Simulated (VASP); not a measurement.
Runs of VASP 6.6.1 on Zr. It takes space group P6_3/mmc (No. 194, hexagonal). The conventional cell has a = 3.232 Å, b = 3.232 Å, c = 5.147 Å, α = 90.00°, β = 90.00°, γ = 120.00°. Zr (site symmetry -6m2) has 12 Zr at 3.18 to 3.23 Å as nearest neighbours. 

| task | level | potentials or basis | spin | U | cell | k mesh | cutoff (eV) | smearing | optimiser | other keys | gap on the mesh (eV) | pressure (GPa) | relaxed volume (Å³/atom) |
| --- | --- | --- | --- | --- | --- | --- | --- | --- | --- | --- | --- | --- | --- |
| relaxation of the atoms | LDA | VASP PAW LDA potentials, release 64 (Zr_sv) | off | - | atoms relaxed from: volume scaled by 1.25 | 9 × 9 × 5 | 520 | methfessel-paxton 0.1 eV | - | - | none | -18.4 | - |
| single point | PBE | VASP PAW PBE potentials, release 64 (Zr_sv) | off | - | as given | 9 × 9 × 5 | 520 | gaussian 0.02 eV | - | - | none | 0.6 | - |
| density of states | rev-vdW-DF2 | VASP PAW PBE potentials, release 54 (Zr_sv) | off | - | volume scaled by 1.25 | 9 × 9 × 5 | 500 | fermi-dirac 0.1 eV | - | - | none | (a) | - |
| relaxation of cell and atoms | PBE+MBD-FI+U | VASP PAW PBE potentials, release 64 (Zr_sv) | off | Zr d U = 6.2 eV | relaxed | 9 × 9 × 5 | 580 | methfessel-paxton 0.1 eV | FIRE | - | none | 0.0 | 25.83 |
| relaxation of cell and atoms | PBEsol+D4 | VASP PAW PBE potentials, release 64 (Zr_sv) | SOC, no magnetisation | - | relaxed | 7 × 7 × 4 | 600 | methfessel-paxton 0.2 eV | - | LASPH = no | - | 0.0 | 22.30 |

Task: Estimate the missing entries.

Result: (a) -15.3.

Caveats: the PAW data sets were made with another functional, which shifts forces and pressure a little (some runs); the relaxation stopped at its first step, so nothing moved (some runs); the volume moved by +11 % from the deposited cell, more than functionals usually miss (some runs); U without spin polarisation on a metal has little footing (some runs); pairwise dispersion overbinds metals, which lowers pressure and volume (some runs); the U is typed as a test and isn't derived for this compound (some runs).

A k mesh can miss the band edges, and rows without SOC leave out spin-orbit coupling on Zr.

A gap of «none» marks a metal or a gap under the smearing width.
